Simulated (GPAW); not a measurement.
Runs of GPAW 26.7.0 on Ge. It takes space group Fd-3m (No. 227, cubic). Conventional cell: a = 5.658 Å, b = 5.658 Å, c = 5.658 Å, α = 90.00°, β = 90.00°, γ = 90.00°. Around Ge (site symmetry -43m) lie 4 Ge at 2.45 Å. 

```tsv
task	level	potentials or basis	cell	k mesh	cutoff (eV)	maxiter	other keys	mesh quality	gap on the mesh (eV)	pressure (GPa)	V0 of scaled cells (Å³/atom)	B0 (GPa)
single point	BHandHLYP	GPAW PAW data sets (gpaw-data 1.2.1), pw	as given	4 × 4 × 4	450	60	-	coarse	2.96	-	-	-
single point	LDA	the program's PAW data sets (release 1.2.1) made for this functional, pw	volume scaled by 1.08	6 × 6 × 6	450	80	-	not flagged	(a)	-5.2	-	-
equation of state	AM05	PAW data sets generated in the run's folder for this functional, pw	as given	8 × 8 × 8	600	150	-	not flagged	-	-	23.02	66
single point	PBE	GPAW PAW data sets (gpaw-data 1.2.1), pw	as given	8 × 8 × 8	700	100	several, not listed	not flagged	0.09	3.9	-	-
single point	PBE	GPAW PAW data sets (gpaw-data 1.2.1), pw	as given	7 × 7 × 7	500	80	-	not flagged	0.09	3.9	-	-
equation of state	PW91+D4	PAW data sets generated in the run's folder for this functional, pw	as given	8 × 8 × 8	600	150	-	not flagged	-	-	23.29	(b)
```

Alike in all rows: no spin polarisation; smearing fermi-dirac 0.05 eV.

Question: Fill in the values left out.

Answer: (a) none; (b) 64.

Caveats: some runs use coarse meshes; the cutoff is short for stress and forces, so pressures can be off by a GPa or more (some runs); exact exchange converges slowly with the k mesh, and this mesh is small (some runs); the PAW data sets were made with another functional, which shifts forces and pressure a little (some runs); an odd mesh through Γ misses points on the zone boundary, where band edges often lie (some runs).

A k mesh can miss the band edges, and the runs leave out spin-orbit coupling on Ge.
